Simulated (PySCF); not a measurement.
## Au: density of states with PBEsol

The system is Au.

```xyz
2
Lattice="2.9000 0.0000 0.0000 -1.4500 2.5115 0.0000 0.0000 0.0000 4.8800" Properties=species:S:1:pos:R:3 pbc="T T T"
Au    1.4500    0.8372    1.2200
Au    0.0000    1.6743    3.6600
```

This isn't the form of Au at room conditions, which is fcc.

```json
{
 "Program": "PySCF 2.14.0",
 "Task": "density of states",
 "Functional": "PBEsol",
 "Potentials or basis": "DZVP-MOLOPT-SR/GTH-PBE (potentials made for PBE)",
 "k mesh": "11 × 11 × 6",
 "Occupations": "fermi-dirac, width 0.05 eV",
 "Spin": "no spin polarisation",
 "Symmetry": "yes",
 "Density cutoff": "88 Ha",
 "Exponents discarded below (exp_to_discard)": "0.02 1/bohr^2",
 "Potentials": "Au GTH-PBE-q11",
 "Gaussian width of the DOS": "0.15 eV",
 "conv_tol": "1e-07 Ha",
 "max_cycle": "60",
 "Coulomb method": "multigrid"
}
```

| Property | Result |
| --- | --- |
| Band gap on the k mesh | none (metal or under the smearing width) |

Levels at points of the mesh, in eV from the Fermi level:
| k point | band 9 | band 10 | band 11 | band 12 | band 13 | band 14 |
| --- | --- | --- | --- | --- | --- | --- |
| (0.00, 0.00, 0.00) | -3.41 | -2.12 | -2.12 | -0.99 | 2.52 | 20.26 |
| (0.00, 0.00, 0.50) | -2.56 | -2.56 | -2.56 | -2.56 | 10.82 | 10.82 |

States per cell in windows of 1 eV (zero at the Fermi level; states under -8 eV left out):
```csv
from (eV),total
-8.0,0.46
-7.0,2.32
-6.0,3.62
-5.0,4.47
-4.0,4.13
-3.0,4.06
-2.0,2.04
-1.0,0.66
0.0,0.54
1.0,0.60
2.0,0.49
3.0,0.49
4.0,0.74
5.0,0.69
6.0,0.56
7.0,0.70
```

Run time: 7 min on 4 threads of Arm Neoverse V2, on a shared host, peak memory 5.5 GiB.

Caveat: the basis of atomic orbitals isn't converged, which shifts pressures, moduli and gaps. The run has no spin-orbit coupling, so splittings on Au are missing.
